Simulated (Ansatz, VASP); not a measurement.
Two plane-wave programs on C

Contents of INCAR:

```
ALGO     = Normal         # electronic algorithm
EDIFF    = 1E-6           # SCF threshold, eV
ENCUT    = 520            # plane-wave cutoff, eV
GGA      = PE             # functional
ISIF     = 2              # what is computed and relaxed
ISMEAR   = 0              # smearing method
ISPIN    = 2              # spin polarisation
LASPH    = T              # aspherical terms in the spheres
LCHARG   = F              # write CHGCAR
LORBIT   = 11             # projections on sites
LREAL    = F              # projectors in reciprocal space
LWAVE    = F              # write WAVECAR
MAGMOM   = 1 1 1 1 1 1    # initial moments
NBANDS   = 25             # bands
NELM     = 150            # most SCF steps
PREC     = Accurate       # precision mode
SIGMA    = 0.1            # smearing width, eV
```

Contents of KPOINTS:

```
k-points
0
Gamma
  6 6 4
```

File POSCAR:

```
C
1.0
    1.5013383400     -2.5818922900      0.0000000000
    1.5013383400      2.5818922900      0.0000000000
    0.0000000000      0.0000000000      4.2241277500
C
6
Direct
    0.5000000000      0.5000000000      0.2500000000
    0.5000000000      0.5000000000      0.7500000000
    0.3032527700      0.0916540700      0.0000000000
    0.6967472300      0.9083459300      0.0000000000
    0.0916540700      0.3032527700      0.5000000000
    0.9083459300      0.6967472300      0.5000000000
```

Input for Ansatz:

```yaml
crystal:
  lattice:
    - [1.50133834, -2.58189229, 0.0]
    - [1.50133834, 2.58189229, 0.0]
    - [0.0, 0.0, 4.22412775]
  atoms:
    - { symbol: C, position: [0.5, 0.5, 0.25], spin: 1.0 }
    - { symbol: C, position: [0.5, 0.5, 0.75], spin: 1.0 }
    - { symbol: C, position: [0.30325277, 0.09165407, 0.0], spin: 1.0 }
    - { symbol: C, position: [0.69674723, 0.90834593, 0.0], spin: 1.0 }
    - { symbol: C, position: [0.09165407, 0.30325277, 0.5], spin: 1.0 }
    - { symbol: C, position: [0.90834593, 0.69674723, 0.5], spin: 1.0 }
basis:
  ecutwfc: 420
kpoints:
  mp_grid: { grid: [6, 6, 4] }
hamiltonian:
  xc: pbe
scf:
  occupations: { method: gaussian, width: 0.1 }
  lower_state_search: "off"
output:
  forces: true
  stress: true
  eigenvalues: true
  populations: true
magnetization:
  spin_polarized: true
```

Alike in both runs: task single point; functional PBE; k mesh 6 × 6 × 4; occupations gaussian, width 0.1 eV; collinear spin.

|  | VASP | Ansatz |
| --- | --- | --- |
| version | VASP 6.6.1 | Ansatz 0.2.0 |
| potentials or method | VASP PAW PBE potentials, release 64 (C) | scalar-relativistic, plane waves, PAW |
| plane-wave cutoff (eV) | 520 | 420 |
| valence electrons in the cell | 24 | 24 |

Ansatz gave:

- gap on the k mesh at the Fermi level (eV): none
- rms of the force components (eV/Å): 2.581
- net moment per atom (μB): 0.00

**Question.** Estimate VASP's values.

**Answer.** gap on the k mesh at the Fermi level (eV): none; rms of the force components (eV/Å): 2.555; net moment per atom (μB): 0.00.

Atom by atom the forces differ by 0.027 eV/Å (rms over components). A gap of «none» marks a metal or a gap that the smearing closes. The functional is the same, so the differences come from potentials, cutoffs and numerics. Ansatz warned: «seeded_moment_not_kept».

Caveats: the k mesh is coarse (spacing up to 0.40 Å⁻¹), so the values aren't converged; forces of over 1 eV/Å show positions far from the minimum, so gaps and moduli don't describe the material at rest.
